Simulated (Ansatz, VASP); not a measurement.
**ZnO in VASP and in Ansatz**

```xyz
4
Lattice="3.2623 0.0000 0.0000 -1.6312 2.8252 0.0000 0.0000 0.0000 5.1617" Properties=species:S:1:pos:R:3 pbc="T T T"
Zn    0.0000    1.8835    2.5675
Zn    1.6312    0.9417   -0.0134
O     1.6312    0.9417    1.9697
O     0.0000    1.8835    4.5505
```

Change from the starting cell: in-plane strain +0.01, out-of-plane length and atoms relaxed by PAW.

Alike in both runs: functional PBEsol; k mesh 8 × 8 × 4; no spin polarisation.

Ansatz relaxed the structure, and its values are those at the end. VASP's run is a single point on that final structure, the one shown.

```csv
,VASP,Ansatz
version,VASP 6.6.1,Ansatz 0.2.0
potentials or method,"VASP PAW PBE potentials, release 64 (Zn, O)","PAW with Ansatz's default frozen-core files, scalar-relativistic"
plane-wave cutoff (eV),520,420
occupations,"gaussian, width 0.01 eV",fixed
valence electrons in the cell,36,36
```

```tsv
	VASP	Ansatz	Ansatz less VASP
pressure (GPa)	-0.6	-1.4	-0.81
```

Caveats: the PAW data sets were made with another functional, which shifts forces and pressure a little (VASP).
